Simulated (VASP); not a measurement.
# In2O3 (R-3c) in VASP: further runs

The runs below take In2O3 through single point, with LDA.

All numbers are computed with VASP 6.6.1; they aren't measurements. Logs are shortened: lines on timing, memory, paths and dates and some standing lists are left out, and cuts for length are marked.

## Step 1: The structure

The structure is trigonal, space group R-3c (No. 167). Conventional cell: a = 5.487 Å, b = 5.487 Å, c = 14.510 Å, α = 90.00°, β = 90.00°, γ = 120.00°. In (site symmetry 3) is surrounded by 6 O at 2.12 to 2.26 Å. Around O (site symmetry 2) lie 4 In at 2.12 to 2.26 Å.

## Step 2: Single point, LDA

INCAR

```
SYSTEM = In2O3
  PREC = Low
  ENCUT = 450
  EDIFF = 1E-7
  ISMEAR = 0
  SIGMA = 0.05
  LREAL = .False.
  LASPH = .True.
  NELM = 100
  ALGO = Normal
  ISIF = 2
  LWAVE = .False.
  LCHARG = .False.
  GGA = CA
  ADDGRID = .False.
```

KPOINTS

```
regular mesh
0
Gamma
  4 4 4
  0 0 0
```

POSCAR

```
In2O3
1.0
    2.7435000000      1.5839604635      4.8366666667
   -2.7435000000      1.5839604635      4.8366666667
    0.0000000000     -3.1679209270      4.8366666667
In O
4 6
Direct
    0.8573100000      0.8573100000      0.8573100000
    0.6426900000      0.6426900000      0.6426900000
    0.1426900000      0.1426900000      0.1426900000
    0.3573100000      0.3573100000      0.3573100000
    0.0480000000      0.7500000000      0.4520000000
    0.7500000000      0.4520000000      0.0480000000
    0.4520000000      0.0480000000      0.7500000000
    0.9520000000      0.2500000000      0.5480000000
    0.2500000000      0.5480000000      0.9520000000
    0.5480000000      0.9520000000      0.2500000000
```

Potentials or basis: VASP PAW LDA potentials, release 64 (In_d, O).

Started as:

```
$ cat potpaw_LDA.64/In_d/POTCAR potpaw_LDA.64/O/POTCAR > POTCAR
$ mpirun -np 1 vasp_std > vasp.out
```

OUTCAR:

```text
SYSTEM = In2O3
   PREC = Low
   ENCUT = 450
   EDIFF = 1E-7
   ISMEAR = 0
   LREAL = .False.
   LASPH = .True.
   NELM = 100
   ISIF = 2
   GGA = CA

 Found     13 irreducible k-points:

 Following reciprocal coordinates:
            Coordinates               Weight
  0.000000  0.000000  0.000000      1.000000
  0.250000 -0.000000 -0.000000      6.000000
  0.500000 -0.000000 -0.000000      3.000000
  0.250000  0.250000 -0.000000      6.000000
  0.500000  0.250000  0.000000     12.000000
 -0.250000  0.250000  0.000000      6.000000
   k-points           NKPTS =     13   k-points in BZ     NKDIM =     13   number of bands    NBANDS=     52
   number of dos      NEDOS =    301   number of ions     NIONS =     10
   total plane-waves  NPLWV =  27000
   dimension x,y,z NGX =    30 NGY =   30 NGZ =   30
   dimension x,y,z NGXF=    36 NGYF=   36 NGZF=   36
   ions per type =               4   6
   NGX,Y,Z   is equivalent  to a cutoff of   8.63,  8.63,  8.63 a.u.
   NGXF,Y,Z  is equivalent  to a cutoff of  10.35, 10.35, 10.35 a.u.
 SYSTEM =  In2O3
   PREC   = low       normal or accurate (medium, high low for compatibility)
   ISTART =      0    job   : 0-new  1-cont  2-samecut
   ICHARG =      2    charge: 1-file 2-atom 10-const
   ISPIN  =      1    spin polarized calculation?
   LNONCOLLINEAR =      F non collinear calculations
   LSORBIT =      F    spin-orbit coupling
   LASPH  =      T    aspherical Exc in radial PAW
   ENCUT  =  450.0 eV  33.07 Ry    5.75 a.u.  10.00 10.00 10.00*2*pi/ulx,y,z
   NELM   =    100;   NELMIN=  2; NELMDL= -5     # of ELM steps
   EDIFF  = 0.1E-06   stopping-criterion for ELM
   LREAL  =      F    real-space projection
   EDIFFG = 0.1E-05   stopping-criterion for IOM
   NSW    =      0    number of steps for IOM
   IBRION =     -1    ionic relax: 0-MD 1-quasi-New 2-CG
   NFREE  =      0    steps in history (QN), initial steepest desc. (CG)
   ISIF   =      2    stress and relaxation
   ISYM   =      2    0-nonsym 1-usesym 2-fastsym
   POTIM  = 0.5000    time-step for ionic-motion
   TEBEG  =    0.0;   TEEND  =   0.0 temperature during run
   PSTRESS=    0.0 pullay stress
   NELECT =      88.0000    total number of electrons
   NUPDOWN=      -1.0000    fix difference up-down
   EMIN   =  10.00;   EMAX   =-10.00  energy-range for DOS
   EFERMI =   0.00;   METHOD = LEGACY
   ISMEAR =     0;   SIGMA  =   0.05  broadening in eV -4-tet -1-fermi 0-gaus
   EFERMI_NEDOS =   21; number of points for ismear=-14 and -15
   IALGO  =     38    algorithm
   IMIX   =      4    mixing-type and parameters
     AMIX     =   0.40;   BMIX     =  1.00
     AMIX_MAG =   1.60;   BMIX_MAG =  1.00
  volume/ion in A,a.u.               =      12.61        85.10
  Fermi-wavevector in a.u.,A,eV,Ry     =   1.452068  2.744010 28.687886  2.108500
  Thomas-Fermi vector in A             =   2.569492
   LORBIT       =      0    0 simple, 1 ext, 2 COOP (PROOUT), +10 PAW based schemes
   GGA     = CA    functional components
   LHFCALC =     F    Hartree Fock is set to
   AEXX    =    0.0000 exact exchange contribution
   IVDW    =     0    specifies the selected vdW correction
   LEPSILON=     F    determine dielectric tensor
   LRPA    =     F    only Hartree local field effects (RPA)
 non-spin polarized calculation
 Gauss-broadening in eV      SIGMA  =   0.05
  energy-cutoff  :      450.00
  volume of cell :      126.11
 maximum number of plane-waves:      2756
   NGX = 19   NGY = 19   NGZ = 19

 number of electron      87.9999604 magnetization

 Free energy of the ion-electron system (eV)
  ---------------------------------------------------
  ext. energy  EPLUGINS =         0.00000000
  ---------------------------------------------------
  free energy    TOTEN  =       -63.67681114 eV

  energy without entropy =      -63.67681114  energy(sigma->0) =      -63.67681114

 E-fermi :   5.5449     XC(G=0): -11.7568

 val. band max:        5.2944413201   @ k =   0.2500  -0.0000  -0.0000
 cond. band min:       6.5042235327   @ k =   0.0000   0.0000   0.0000
 fundamental gap:      1.2097822126
 Fermi energy:         5.5449433831

 k-point     1 :       0.0000    0.0000    0.0000
  band No.  band energies     occupation
      1     -12.1154      2.00000
      2     -11.1953      2.00000
      3     -11.1953      2.00000
      4     -10.9510      2.00000
      5     -10.9510      2.00000
      6     -10.8451      2.00000
[... 44 lines left out ...]
     51      14.3432      0.00000
     52      14.6150      0.00000

 k-point     2 :       0.2500   -0.0000   -0.0000
  band No.  band energies     occupation
      1     -11.9371      2.00000
      2     -11.1724      2.00000
      3     -11.1580      2.00000
      4     -11.1034      2.00000
      5     -10.9914      2.00000
      6     -10.9159      2.00000
[... 44 lines left out ...]
     51      14.6035      0.00000
     52      15.0302      0.00000

 k-point     3 :       0.5000   -0.0000   -0.0000
  band No.  band energies     occupation
      1     -11.5137      2.00000
      2     -11.5137      2.00000
      3     -11.0920      2.00000
      4     -11.0920      2.00000
      5     -11.0452      2.00000
      6     -11.0452      2.00000
[... 44 lines left out ...]
     51      14.2985      0.00000
     52      14.2985      0.00000

 k-point     4 :       0.2500    0.2500   -0.0000
  band No.  band energies     occupation
      1     -11.9027      2.00000
      2     -11.2521      2.00000
      3     -11.1110      2.00000
      4     -11.1098      2.00000
      5     -10.9730      2.00000
      6     -10.9144      2.00000
[... 44 lines left out ...]
     51      14.0814      0.00000
     52      15.2774      0.00000

 k-point     5 :       0.5000    0.2500    0.0000
  band No.  band energies     occupation
      1     -11.6304      2.00000
      2     -11.3828      2.00000
      3     -11.1815      2.00000
      4     -11.0935      2.00000
      5     -11.0483      2.00000
      6     -10.9175      2.00000
[... 44 lines left out ...]
     51      14.0073      0.00000
     52      15.0462      0.00000

 k-point     6 :      -0.2500    0.2500    0.0000
  band No.  band energies     occupation
      1     -11.6971      2.00000
      2     -11.3241      2.00000
      3     -11.2038      2.00000
      4     -11.0670      2.00000
      5     -10.9901      2.00000
      6     -10.9892      2.00000
[... 44 lines left out ...]
     51      14.5049      0.00000
     52      14.8395      0.00000

 [... further k-points ...]

------------------------ aborting loop because EDIFF is reached ----------------------------------------

  FORCE on cell =-STRESS in cart. coord.  units (eV):
  Direction    XX          YY          ZZ          XY          YZ          ZX
  --------------------------------------------------------------------------------------
  -------------------------------------------------------------------------------------
  Total       -2.5873431     -2.5873431     -2.9427765     -0.0000000     -0.0000000      0.0000000
  in kB      -32.8713772    -32.8713772    -37.3870456     -0.0000000     -0.0000000      0.0000000
  external PRESSURE =     -34.3766000 kB  Pullay stress =       0.0000000 kB

 VOLUME and BASIS-vectors are now :
 -----------------------------------------------------------------------------
  energy-cutoff  :      450.00
  volume of cell :      126.11
      direct lattice vectors                 reciprocal lattice vectors
     2.743500000  1.583960463  4.836666667     0.182248952  0.105221482  0.068917988
    -2.743500000  1.583960463  4.836666667    -0.182248952  0.105221482  0.068917988
     0.000000000 -3.167920927  4.836666667     0.000000000 -0.210442963  0.068917988

 POSITION                                       TOTAL-FORCE (eV/Angst)
 -----------------------------------------------------------------------------------
      0.00000      0.00000     12.43957         0.000000      0.000000     -0.112179
      0.00000      0.00000      9.32543         0.000000      0.000000      0.112179
      0.00000      0.00000      2.07043         0.000000      0.000000      0.112179
      0.00000      0.00000      5.18457         0.000000      0.000000     -0.112179
     -1.92594     -0.16790      6.04583        -0.089686     -0.155340      0.000000
      0.81756      1.75186      6.04583        -0.089686      0.155340      0.000000
      1.10837     -1.58396      6.04583         0.179372      0.000000     -0.000000
      1.92594      0.16790      8.46417         0.089686      0.155340      0.000000
     -0.81756     -1.75186      8.46417         0.089686     -0.155340      0.000000
     -1.10837      1.58396      8.46417        -0.179372      0.000000     -0.000000
 -----------------------------------------------------------------------------------
    total drift:                                0.000000     -0.000000      0.000000

  FREE ENERGIE OF THE ION-ELECTRON SYSTEM (eV)
  ---------------------------------------------------
  free  energy   TOTEN  =       -63.6768111395 eV

  energy  without entropy=      -63.6768111395  energy(sigma->0) =      -63.67681114
```

OSZICAR:

```text
N       E                     dE             d eps       ncg     rms          rms(c)
DAV:   1     0.120853592077E+04    0.12085E+04   -0.38506E+04  1352   0.223E+03
DAV:   2     0.164588617652E+03   -0.10439E+04   -0.10106E+04  1448   0.615E+02
DAV:   3    -0.550694046030E+02   -0.21966E+03   -0.21468E+03  1496   0.272E+02
DAV:   4    -0.729524395707E+02   -0.17883E+02   -0.17746E+02  1860   0.817E+01
DAV:   5    -0.732745047140E+02   -0.32207E+00   -0.32152E+00  1776   0.119E+01    0.227E+01
DAV:   6    -0.638178787573E+02    0.94566E+01   -0.42680E+01  2080   0.647E+01    0.196E+01
DAV:   7    -0.638319583234E+02   -0.14080E-01   -0.35893E+00  1584   0.115E+01    0.464E+00
DAV:   8    -0.637246341244E+02    0.10732E+00   -0.33795E-01  2096   0.374E+00    0.238E+00
DAV:   9    -0.636799020541E+02    0.44732E-01   -0.71374E-02  2128   0.325E+00    0.447E-01
DAV:  10    -0.636766252394E+02    0.32768E-02   -0.20800E-02  1984   0.141E+00    0.147E-01
DAV:  11    -0.636768465833E+02   -0.22134E-03   -0.18150E-03  1768   0.255E-01    0.687E-02
DAV:  12    -0.636768119287E+02    0.34655E-04   -0.32145E-04  2152   0.140E-01    0.335E-02
DAV:  13    -0.636768111678E+02    0.76088E-06   -0.25380E-05  2016   0.496E-02    0.547E-03
DAV:  14    -0.636768111395E+02    0.28313E-07   -0.93103E-07  1712   0.692E-03
   1 F= -.63676811E+02 E0= -.63676811E+02  d E =-.349155E-13
```

Wall time 29 s (1 thread of Intel Xeon 6975P-C (Granite Rapids), shared host); peak memory 0.15 GiB.

These settings aren't checked as converged: the numbers below hold their error.

Results:

| Item | Value |
| --- | --- |
| Free energy | -63.6768 eV |
| Largest force | 0.179 eV/Å |
| Band gap on the k mesh | 1.21 eV, indirect (least direct gap 1.25 eV) |

Caveat: the cutoff is under 1.25 times the usual one of these potentials, so pressure, stress and relaxed cells hold a basis-set (Pulay) error; spin-orbit coupling is left out, which moves the levels of the heavy elements.

## Step 3: Single point, LDA

INCAR, as its differences from that of step 2:

```diff
@@ -1,3 +1,3 @@
 SYSTEM = In2O3
-  PREC = Low
+  PREC = Accurate
   ENCUT = 450
@@ -6,3 +6,3 @@
   SIGMA = 0.05
-  LREAL = .False.
+  LREAL = Auto
   LASPH = .True.
```

KPOINTS is that of step 2.

POSCAR is that of step 2.

Potentials or basis: VASP PAW LDA potentials, release 64 (In_d, O).

Started as:

```
$ cat potpaw_LDA.64/In_d/POTCAR potpaw_LDA.64/O/POTCAR > POTCAR
$ mpirun -np 1 vasp_std > vasp.out
```

Run time: 63 s. Hardware: 1 thread of Intel Xeon 6975P-C (Granite Rapids), shared host; peak memory 0.21 GiB.

The run converged, but some of its settings lie outside the range that counts as converged, so its numbers aren't taken as properties of the crystal.

Results:

| Quantity | Value |
| --- | --- |
| Free energy | -63.6684 eV |
| Largest force | 0.175 eV/Å |
| Band gap on the k mesh | 1.21 eV, indirect (least direct gap 1.25 eV) |

Caveat: the cutoff is under 1.25 times the usual one of these potentials, so pressure, stress and relaxed cells hold a basis-set (Pulay) error; spin-orbit coupling is left out, which moves the levels of the heavy elements.

## Step 4: Single point, LDA

INCAR, as its differences from that of step 3:

```diff
@@ -3,6 +3,6 @@
   ENCUT = 450
-  EDIFF = 1E-7
+  EDIFF = 0.001
   ISMEAR = 0
   SIGMA = 0.05
-  LREAL = Auto
+  LREAL = .False.
   LASPH = .True.
```

KPOINTS is that of step 3.

POSCAR is that of step 3.

Started as:

```
$ cat potpaw_LDA.64/In_d/POTCAR potpaw_LDA.64/O/POTCAR > POTCAR
$ mpirun -np 1 vasp_std > vasp.out
```

Run time: 32 s. Hardware: 1 thread of Intel Xeon 6975P-C (Granite Rapids), shared host; peak memory 0.22 GiB.

The run converged, but some of its settings lie outside the range that counts as converged, so its numbers aren't taken as properties of the crystal.

Results:

```
Free energy            : -63.6686 eV
Largest force          : 0.176 eV/Å
Band gap on the k mesh : 1.21 eV, indirect (least direct gap 1.25 eV)
```

Caveat: the cutoff is under 1.25 times the usual one of these potentials, so pressure, stress and relaxed cells hold a basis-set (Pulay) error; spin-orbit coupling is left out, which moves the levels of the heavy elements.
